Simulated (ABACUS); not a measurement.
# MnO2 (P-3m1) in ABACUS: further runs

The runs below take MnO2 through equation of state, with PBE.

Program: ABACUS 3.10.1. These are calculated values, not measurements. Logs are shortened: lines on timing, memory, paths and dates and some standing lists are left out, and cuts for length are marked.

### Step 1. The crystal as given

The structure is trigonal, space group P-3m1 (No. 164). The conventional cell has a = 2.857 Å, b = 2.857 Å, c = 4.601 Å, α = 90.00°, β = 90.00°, γ = 120.00°. Mn (site symmetry -3m) has 6 O at 1.90 Å as nearest neighbours. O (site symmetry 3m) is surrounded by 3 Mn at 1.90 Å.

Measurements of this composition are mostly on another form, of space group No. 136.

### Step 2. Equation of state, PBE, collinear spin, ferromagnetic start, 10.19 Å³/atom (volume scaled by 0.94)

File INPUT:

```
INPUT_PARAMETERS
suffix              MnO2
calculation         scf
basis_type          lcao
pseudo_dir          ./
orbital_dir         ./
symmetry            1
dft_functional      pbe
ecutwfc             100
pseudo_rcut         10
nspin               2
nbands              20
ks_solver           genelpa
smearing_method     fd
smearing_sigma      0.00367493
scf_thr             1e-07
scf_nmax            100
mixing_type         broyden
mixing_beta         0.4
cal_force           1
cal_stress          1
out_mul             1
```

File STRU:

```
ATOMIC_SPECIES
Mn 54.9380 Mn.upf
O 15.9990 O.upf

NUMERICAL_ORBITAL
Mn_confined-atom_7au_3s2p2d1f.orb
O_confined-atom_6au_2s2p1d.orb

LATTICE_CONSTANT
1.8897261246

LATTICE_VECTORS
2.7982643040 0.0000000000 0.0000000000
-1.3991321520 2.4233679738 0.0000000000
0.0000000000 0.0000000000 4.5074421091

ATOMIC_POSITIONS
Direct

Mn
0.0
1
0.0000000000 0.0000000000 0.5000000000 1 1 1 mag 4

O
0.0
2
0.3333333333 0.6666666667 0.7062925700 1 1 1 mag 0
0.6666666667 0.3333333333 0.2937074300 1 1 1 mag 0
```

File KPT:

```
K_POINTS
0
Gamma
11 11 6 0 0 0
```

Potentials or basis: PseudoDojo NC SR 0.4.1 PBE standard, DZP LCAO (the cutoffs set its grid).

On the command line:

```bash
OMP_NUM_THREADS=1 mpirun -np 4 abacus > log
```

running log:

```text
ABACUS v3.10.1

               Atomic-orbital Based Ab-initio Computation at UStc

 ------------------------------------------------------------------------------------

 READING GENERAL INFORMATION
                           global_out_dir = OUT.MnO2/
                           global_in_card = INPUT
                               pseudo_dir = ./
                              orbital_dir = ./
                                    DSIZE = 4
                                    GSIZE = 1

 READING UNITCELL INFORMATION
                                    ntype = 2
                  lattice constant (Bohr) = 1.88973
              lattice constant (Angstrom) = 1

 READING ATOM TYPE 1
                               atom label = Mn
                      L=0, number of zeta = 3
                      L=1, number of zeta = 2
                      L=2, number of zeta = 2
                      L=3, number of zeta = 1
             number of atom for this type = 1
               magnetization of element 1 = 4

 READING ATOM TYPE 2
                               atom label = O
                      L=0, number of zeta = 2
                      L=1, number of zeta = 2
                      L=2, number of zeta = 1
             number of atom for this type = 2
               magnetization of element 2 = 0

                        TOTAL ATOM NUMBER = 3
DIRECT COORDINATES
    atom                   x                   y                   z     mag                  vx                  vy                  vz
taud_Mn1            0.0000000000        0.0000000000        0.5000000000  4.0000        0.0000000000        0.0000000000        0.0000000000
taud_O1            0.3333333333        0.6666666667        0.7062925700  0.0000        0.0000000000        0.0000000000        0.0000000000
taud_O2            0.6666666667        0.3333333333        0.2937074300  0.0000        0.0000000000        0.0000000000        0.0000000000

                          Volume (Bohr^3) = 206.269
                             Volume (A^3) = 30.5659

 Lattice vectors: (Cartesian coordinate: in unit of a_0)
             +2.79826                  +0                  +0
             -1.39913            +2.42337                  +0
                   +0                  +0            +4.50744
 Reciprocal vectors: (Cartesian coordinate: in unit of 2 pi/a_0)
            +0.357364           +0.206324                  -0
                   -0           +0.412649                  -0
                   +0                  -0           +0.221855
 The esolver type has been set to : ksdft_lcao

                PAO radial cut off (Bohr) = 10

 Read in pseudopotential file is Mn.upf
                     pseudopotential type = NC
          exchange-correlation functional = PBE
                 nonlocal core correction = 1
                        valence electrons = 15
                                     lmax = 2
                           number of zeta = 4
                     number of projectors = 6
                           L of projector = 0
                           L of projector = 0
                           L of projector = 1
                           L of projector = 1
                           L of projector = 2
                           L of projector = 2
                PAO radial cut off (Bohr) = 10

 Read in pseudopotential file is O.upf
                     pseudopotential type = NC
          exchange-correlation functional = PBE
                 nonlocal core correction = 1
                        valence electrons = 6
                                     lmax = 2
                           number of zeta = 2
                     number of projectors = 5
                           L of projector = 0
                           L of projector = 0
                           L of projector = 1
                           L of projector = 1
                           L of projector = 2
     initial pseudo atomic orbital number = 18
 The readin total magnetization is 4

 SETUP THE ELECTRONS NUMBER
[... 48 lines left out ...]

 -------------------------------------------
 SELF-CONSISTENT
 -------------------------------------------

 SETUP SEARCHING RADIUS FOR PROGRAM TO SEARCH ADJACENT ATOMS
                  longest orb rcut (Bohr) = 7
   longest nonlocal projector rcut (Bohr) = 1.66
                     search radius (Bohr) = 17.3
              searching radius is (Bohr)) = 17.3
         searching radius unit is (Bohr)) = 1.89
                         PeriodicBoundary = 1
                        Radius(unit:lat0) = 9.17
                                   glayer = [ 5, 5, 4 ]
                             glayer_minus = [ 4, 4, 3 ]

Find the coordinate range of the input atom(unit:lat0).
                                  min_tau = [ -16.8, -9.69, -12.2 ]
                                  max_tau = [ 18.2, 11.3, 16.7 ]
                                BoxNumber = [ 9, 9, 7 ]

 SETUP EXTENDED REAL SPACE GRID FOR GRID INTEGRATION
                          real space grid = [ 36, 36, 60 ]
                 big cell numbers in grid = [ 9, 9, 20 ]
             meshcell numbers in big cell = [ 4, 4, 3 ]
                        extended fft grid = [ 14, 14, 17 ]
                dimension of extened grid = [ 38, 38, 55 ]
                            UnitCellTotal = 75
              Atom number in sub-FFT-grid = 3
    Local orbitals number in sub-FFT-grid = 52
                                ParaV.nnr = 40394
                                 init_chg = atomic

 LCAO ALGORITHM --------------- ION=   1  ELEC=   1--------------------------------
          total magnetism (Bohr mag/cell) = 3
       absolute magnetism (Bohr mag/cell) = 3.13029
                        nelec for spin up = 15
                      nelec for spin down = 12
[... 241 lines left out ...]
 Density error is 9.07592991617e-08
----------------------------------------------------------
     Energy           Rydberg                 eV
----------------------------------------------------------
 E_KohnSham     -284.0005000553      -3864.0250356009
 E_KS(sigma->0) -284.0004994094      -3864.0250268131
 E_Harris       -284.0004993388      -3864.0250258530
 E_band         -25.0755567228       -341.1704519523
 E_one_elec     -181.2509552652      -2466.0457595498
 E_Hartree      103.5819212708       1409.3043390705
 E_xc           -53.3079046379       -725.2912515155
 E_Ewald        -153.0235601312      -2081.9923460305
 E_entropy(-TS) -0.0000012918        -0.0000175756
 E_descf        0.0000000000         0.0000000000
 E_exx          0.0000000000         0.0000000000
 E_Fermi        0.6916189044         9.4099579449
----------------------------------------------------------

 charge density convergence is achieved
 final etot is -3864.0250356 eV
 EFERMI = 9.4099579449 eV

 STATE ENERGY(eV) AND OCCUPATIONS    NSPIN == 2
SPIN UP :
 1/84 kpoint (Cartesian) = 0.0000 0.0000 0.0000 (861 pws)
       1       -72.6637     0.00137741
       2       -41.4314     0.00137741
       3       -41.4314     0.00137741
       4       -41.4254     0.00137741
       5       -11.1822     0.00137741
       6       -8.59781     0.00137741
[... 122 lines left out ...]
      19        22.4310        0.00000
      20        23.7437        0.00000

[... levels at 162 further k points ...]

-------------------------------------------------
 Total Magnetism (uB)
-------------------------------------------------
                        Mn1         3.0115963051
                         O1        -0.0058184319
                         O2        -0.0058184319
-------------------------------------------------

 correction force for each atom along direction 1 is -1.07738e-14
 correction force for each atom along direction 2 is 1.35147e-14
 correction force for each atom along direction 3 is 5.05938e-14
------------------------------------------------------------------------------------------
 TOTAL-FORCE (eV/Angstrom)
------------------------------------------------------------------------------------------
                       Mn1         0.0000000000         0.0000000000         0.0000000000
                        O1         0.0000000000         0.0000000000         1.3700175160
                        O2         0.0000000000         0.0000000000        -1.3700175160
------------------------------------------------------------------------------------------

----------------------------------------------------------------
 TOTAL-STRESS (KBAR)
----------------------------------------------------------------
       228.4130864539        -0.0000000000         0.0000000000
         0.0000000000       228.4130864477        -0.0000000000
         0.0000000000         0.0000000000       159.5213348433
----------------------------------------------------------------
 TOTAL-PRESSURE: 205.449169 KBAR

 --------------------------------------------
 !FINAL_ETOT_IS -3864.0250356009078132 eV
 --------------------------------------------
```

Wall time 20 s (4 MPI ranks of AMD EPYC 7B13 (Zen 3), shared host); peak memory 0.48 GiB.

Results:

```
Free energy            : -3864.0250 eV
Pressure               : 20.5 GPa
Largest force          : 1.370 eV/Å
Band gap on the k mesh : 0.69 eV, indirect (least direct gap 0.73 eV)
Net moment             : 3.00 μB per cell
Absolute moment        : 3.03 μB per cell
Site moments           : Mn +3.01; O -0.01 μB
Mulliken charges       : Mn +0.74; O -0.37 e
```

Caveat: the atomic orbitals were generated for these runs and aren't a published set; Mulliken charges move with the basis; an odd mesh through Γ misses points on the zone boundary, where band edges often lie; the basis of atomic orbitals isn't converged, which shifts pressures, moduli and gaps; a cell with one magnetic atom can't hold antiferromagnetic order, which such compounds often take; forces of over 1 eV/Å show positions far from the minimum, so gaps and moduli don't describe the material at rest.

### Step 3. Equation of state, PBE, collinear spin, ferromagnetic start, 10.41 Å³/atom (volume scaled by 0.96)

INPUT is that of step 2.

Changes to STRU since step 2:

```diff
@@ -12,5 +12,5 @@
 LATTICE_VECTORS
-2.7982643040 0.0000000000 0.0000000000
--1.3991321520 2.4233679738 0.0000000000
-0.0000000000 0.0000000000 4.5074421091
+2.8179710399 0.0000000000 0.0000000000
+-1.4089855200 2.4404345078 0.0000000000
+0.0000000000 0.0000000000 4.5391857050
```

KPT is that of step 2.

Potentials or basis: PseudoDojo NC SR 0.4.1 PBE standard, DZP LCAO (the cutoffs set its grid).

On the command line:

```bash
OMP_NUM_THREADS=1 mpirun -np 4 abacus > log
```

Run time: 21 s. Hardware: 4 MPI ranks of AMD EPYC 7B13 (Zen 3), shared host; peak memory 0.48 GiB.

It converged, with:

- Free energy: -3864.0974 eV
- Pressure: 15.1 GPa
- Largest force: 1.012 eV/Å
- Band gap on the k mesh: 0.78 eV, indirect (least direct gap 0.82 eV)
- Net moment: 3.00 μB per cell
- Absolute moment: 3.03 μB per cell
- Site moments: Mn +3.03; O -0.02 μB
- Mulliken charges: Mn +0.74; O -0.37 e

Caveat: the atomic orbitals were generated for these runs and aren't a published set; Mulliken charges move with the basis; an odd mesh through Γ misses points on the zone boundary, where band edges often lie; the basis of atomic orbitals isn't converged, which shifts pressures, moduli and gaps; a cell with one magnetic atom can't hold antiferromagnetic order, which such compounds often take; forces of over 1 eV/Å show positions far from the minimum, so gaps and moduli don't describe the material at rest.

### Step 4. Equation of state, PBE, collinear spin, ferromagnetic start, 10.62 Å³/atom (volume scaled by 0.98)

INPUT is that of step 3.

Changes to STRU since step 3:

```diff
@@ -12,5 +12,5 @@
 LATTICE_VECTORS
-2.8179710399 0.0000000000 0.0000000000
--1.4089855200 2.4404345078 0.0000000000
-0.0000000000 0.0000000000 4.5391857050
+2.8374059371 0.0000000000 0.0000000000
+-1.4187029685 2.4572656224 0.0000000000
+0.0000000000 0.0000000000 4.5704914233
```

KPT is that of step 3.

On the command line:

```bash
OMP_NUM_THREADS=1 mpirun -np 4 abacus > log
```

Run time: 20 s. Hardware: 4 MPI ranks of AMD EPYC 7B13 (Zen 3), shared host; peak memory 0.48 GiB.

Results (log left out):

| Property | Result |
| --- | --- |
| Free energy | -3864.1484 eV |
| Pressure | 10.2 GPa |
| Largest force | 0.682 eV/Å |
| Band gap on the k mesh | 0.85 eV, indirect (least direct gap 0.90 eV) |
| Net moment | 3.00 μB per cell |
| Absolute moment | 3.04 μB per cell |
| Site moments | Mn +3.06; O -0.03 μB |
| Mulliken charges | Mn +0.74; O -0.37 e |

Caveat: the atomic orbitals were generated for these runs and aren't a published set; Mulliken charges move with the basis; an odd mesh through Γ misses points on the zone boundary, where band edges often lie; the basis of atomic orbitals isn't converged, which shifts pressures, moduli and gaps; a cell with one magnetic atom can't hold antiferromagnetic order, which such compounds often take.

### Step 5. Equation of state, PBE, collinear spin, ferromagnetic start, 10.84 Å³/atom

INPUT is that of step 4.

Changes to STRU since step 4:

```diff
@@ -12,5 +12,5 @@
 LATTICE_VECTORS
-2.8374059371 0.0000000000 0.0000000000
--1.4187029685 2.4572656224 0.0000000000
-0.0000000000 0.0000000000 4.5704914233
+2.8565781804 0.0000000000 0.0000000000
+-1.4282890902 2.4738692722 0.0000000000
+0.0000000000 0.0000000000 4.6013740589
```

KPT is that of step 4.

On the command line:

```bash
OMP_NUM_THREADS=1 mpirun -np 4 abacus > log
```

Wall time 20 s (4 MPI ranks of AMD EPYC 7B13 (Zen 3), shared host); peak memory 0.48 GiB.

The run converged. Its results:

- Free energy: -3864.1810 eV
- Pressure: 5.8 GPa
- Largest force: 0.379 eV/Å
- Band gap on the k mesh: 0.93 eV, indirect (least direct gap 0.98 eV)
- Net moment: 3.00 μB per cell
- Absolute moment: 3.06 μB per cell
- Site moments: Mn +3.08; O -0.04 μB
- Mulliken charges: Mn +0.74; O -0.37 e

Caveat: the atomic orbitals were generated for these runs and aren't a published set; Mulliken charges move with the basis; an odd mesh through Γ misses points on the zone boundary, where band edges often lie; the basis of atomic orbitals isn't converged, which shifts pressures, moduli and gaps; a cell with one magnetic atom can't hold antiferromagnetic order, which such compounds often take.

### Step 6. Equation of state, PBE, collinear spin, ferromagnetic start, 11.06 Å³/atom (volume scaled by 1.02)

INPUT is that of step 5.

Changes to STRU since step 5:

```diff
@@ -12,5 +12,5 @@
 LATTICE_VECTORS
-2.8565781804 0.0000000000 0.0000000000
--1.4282890902 2.4738692722 0.0000000000
-0.0000000000 0.0000000000 4.6013740589
+2.8754964680 0.0000000000 0.0000000000
+-1.4377482340 2.4902529899 0.0000000000
+0.0000000000 0.0000000000 4.6318476229
```

KPT is that of step 5.

Potentials or basis: PseudoDojo NC SR 0.4.1 PBE standard, DZP LCAO (the cutoffs set its grid).

On the command line:

```bash
OMP_NUM_THREADS=1 mpirun -np 4 abacus > log
```

Wall time 21 s (4 MPI ranks of AMD EPYC 7B13 (Zen 3), shared host); peak memory 0.52 GiB.

It converged, with:

| Quantity | Value |
| --- | --- |
| Free energy | -3864.1965 eV |
| Pressure | 1.9 GPa |
| Largest force | 0.099 eV/Å |
| Band gap on the k mesh | 1.00 eV, indirect (least direct gap 1.06 eV) |
| Net moment | 3.00 μB per cell |
| Absolute moment | 3.08 μB per cell |
| Site moments | Mn +3.10; O -0.05 μB |
| Mulliken charges | Mn +0.75; O -0.37 e |

Caveat: the atomic orbitals were generated for these runs and aren't a published set; Mulliken charges move with the basis; an odd mesh through Γ misses points on the zone boundary, where band edges often lie; the basis of atomic orbitals isn't converged, which shifts pressures, moduli and gaps; a cell with one magnetic atom can't hold antiferromagnetic order, which such compounds often take.

### Step 7. Equation of state, PBE, collinear spin, ferromagnetic start, 11.27 Å³/atom (volume scaled by 1.04)

INPUT is that of step 6.

Changes to STRU since step 6:

```diff
@@ -12,5 +12,5 @@
 LATTICE_VECTORS
-2.8754964680 0.0000000000 0.0000000000
--1.4377482340 2.4902529899 0.0000000000
-0.0000000000 0.0000000000 4.6318476229
+2.8941690462 0.0000000000 0.0000000000
+-1.4470845231 2.5064239170 0.0000000000
+0.0000000000 0.0000000000 4.6619253983
```

KPT is that of step 6.

On the command line:

```bash
OMP_NUM_THREADS=1 mpirun -np 4 abacus > log
```

Run time: 20 s. Hardware: 4 MPI ranks of AMD EPYC 7B13 (Zen 3), shared host; peak memory 0.48 GiB.

It converged, with:

```yaml
Free_energy: -3864.1971 eV
Pressure: -1.6 GPa
Largest_force: 0.159 eV/Å
Band_gap_on_the_k_mesh: 1.07 eV, indirect (least direct gap 1.13 eV)
Net_moment: 3.00 μB per cell
Absolute_moment: 3.10 μB per cell
Site_moments: Mn +3.13; O -0.06 μB
Mulliken_charges: Mn +0.75; O -0.37 e
```

Caveat: the atomic orbitals were generated for these runs and aren't a published set; Mulliken charges move with the basis; an odd mesh through Γ misses points on the zone boundary, where band edges often lie; the basis of atomic orbitals isn't converged, which shifts pressures, moduli and gaps; a cell with one magnetic atom can't hold antiferromagnetic order, which such compounds often take.

### Step 8. Equation of state, PBE, collinear spin, ferromagnetic start, 11.49 Å³/atom (volume scaled by 1.06)

INPUT is that of step 7.

Changes to STRU since step 7:

```diff
@@ -12,5 +12,5 @@
 LATTICE_VECTORS
-2.8941690462 0.0000000000 0.0000000000
--1.4470845231 2.5064239170 0.0000000000
-0.0000000000 0.0000000000 4.6619253983
+2.9126037410 0.0000000000 0.0000000000
+-1.4563018705 2.5223888309 0.0000000000
+0.0000000000 0.0000000000 4.6916199912
```

KPT is that of step 7.

On the command line:

```bash
OMP_NUM_THREADS=1 mpirun -np 4 abacus > log
```

Wall time 19 s (4 MPI ranks of AMD EPYC 7B13 (Zen 3), shared host); peak memory 0.48 GiB.

The run converged. Its results:

* Free energy: -3864.1841 eV
* Pressure: -4.7 GPa
* Largest force: 0.396 eV/Å
* Band gap on the k mesh: 1.13 eV, indirect (least direct gap 1.20 eV)
* Net moment: 3.00 μB per cell
* Absolute moment: 3.12 μB per cell
* Site moments: Mn +3.15; O -0.07 μB
* Mulliken charges: Mn +0.75; O -0.38 e

Caveat: the atomic orbitals were generated for these runs and aren't a published set; Mulliken charges move with the basis; an odd mesh through Γ misses points on the zone boundary, where band edges often lie; the basis of atomic orbitals isn't converged, which shifts pressures, moduli and gaps; a cell with one magnetic atom can't hold antiferromagnetic order, which such compounds often take.

### Step 9. Equation of state, PBE, collinear spin, ferromagnetic start

Potentials or basis: PseudoDojo NC SR 0.4.1 PBE standard, DZP LCAO (the cutoffs set its grid).

This step only gathers the single runs of the series.

Results:

```
Equilibrium volume                        : 11.17 Å³/atom
Bulk modulus at fixed shape and positions : 180 GPa
Pressure derivative of the bulk modulus   : 4.7
```

Energy against volume, from the lowest point:
| volume (Å³/atom) | energy (meV/atom) |
| --- | --- |
| 10.189 | 57.35 |
| 10.405 | 33.23 |
| 10.622 | 16.22 |
| 10.839 | 5.36 |
| 11.056 | 0.19 |
| 11.273 | 0.00 |
| 11.489 | 4.34 |

Caveat: the atomic orbitals were generated for these runs and aren't a published set; the cell was scaled at fixed shape and fractional positions, which overstates the stiffness of a crystal with free parameters, most of all of layers and chains; the basis of atomic orbitals isn't converged, which shifts pressures, moduli and gaps.
